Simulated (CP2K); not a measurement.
Runs of CP2K 2026.2 on TiC. The structure is cubic, space group Fm-3m (No. 225). The conventional cell has a = 4.331 Å, b = 4.331 Å, c = 4.331 Å, α = 90.00°, β = 90.00°, γ = 90.00°. Around Ti (site symmetry m-3m) lie 6 C at 2.17 Å. C (site symmetry m-3m) has 6 Ti at 2.17 Å as nearest neighbours. The cell is a database's computed one.

```csv
task,level,potentials or basis,hirshfeld SHAPE_FUNCTION,VORONOI_RADII,cutoff radius of the dispersion sum (A),D3 from the s-dftd3 library (D3_REFERENCE_CODE),cutoff of the non-local correlation (Ry),gap on the mesh (eV),pressure (GPa)
atomic charges,PW91,"POTENTIAL_UZH Ti GTH-PBE-q12, C GTH-PBE-q4; TZVP-MOLOPT-PBE-GTH basis",GAUSSIAN,COVALENT,-,-,-,none,0.8
single point,r2SCAN,"POTENTIAL_UZH Ti GTH-SCAN-q12, C GTH-SCAN-q4; TZVP-MOLOPT-SCAN-GTH basis",-,-,-,-,-,none,0.4
single point,r2SCAN+D4,"POTENTIAL_UZH Ti GTH-SCAN-q12, C GTH-SCAN-q4; TZVP-MOLOPT-SCAN-GTH basis",-,-,20,-,-,none,-1.3
single point,r2SCAN+D3(BJ)+ATM,"POTENTIAL_UZH Ti GTH-SCAN-q12, C GTH-SCAN-q4; TZVP-MOLOPT-SCAN-GTH basis",-,-,20,yes,-,none,-2.1
atomic charges,BEEF-vdW,"POTENTIAL_UZH Ti GTH-PBE-q12, C GTH-PBE-q4; TZVP-MOLOPT-PBE-GTH basis",GAUSSIAN,COVALENT,-,-,300,none,(b)
atomic charges,vdW-DF-cx,"POTENTIAL_UZH Ti GTH-PBE-q12, C GTH-PBE-q4; TZVP-MOLOPT-PBE-GTH basis",GAUSSIAN,COVALENT,-,-,300,none,-3.8
single point,r2SCAN+D3(BJ),"POTENTIAL_UZH Ti GTH-SCAN-q12, C GTH-SCAN-q4; TZVP-MOLOPT-SCAN-GTH basis",-,-,20,yes,-,none,(c)
single point,r2SCAN+rVV10,"POTENTIAL_UZH Ti GTH-SCAN-q12, C GTH-SCAN-q4; TZVP-MOLOPT-SCAN-GTH basis",-,-,-,-,300,none,-0.8
atomic charges,PBEsol,"POTENTIAL_UZH Ti GTH-PBE-q12, C GTH-PBE-q4; TZVP-MOLOPT-PBE-GTH basis",GAUSSIAN,COVALENT,-,-,-,none,-5.4
atomic charges,r2SCAN,"POTENTIAL_UZH Ti GTH-PBE-q12, C GTH-PBE-q4; TZVP-MOLOPT-PBE-GTH basis",GAUSSIAN,COVALENT,-,-,-,none,-0.3
atomic charges,LDA,"POTENTIAL_UZH Ti GTH-PBE-q12, C GTH-PBE-q4; TZVP-MOLOPT-PBE-GTH basis",GAUSSIAN,COVALENT,-,-,-,none,(a)
```

Alike in all rows: no spin polarisation; cell as given; k mesh 11 × 11 × 11; smearing fermi-dirac 0.05 eV.

Q: Fill in the values left out.

A: (a) -9.4; (b) 0.3; (c) -3.0.

Caveats: the basis of atomic orbitals isn't converged, which shifts pressures, moduli and gaps; the potentials were made for another functional, which shifts forces and pressure (some runs); pairwise dispersion overbinds metals, which lowers pressure and volume (some runs).

A gap of «none» marks a metal or a gap under the smearing width.

Runs at the PBE level aren't shown here.
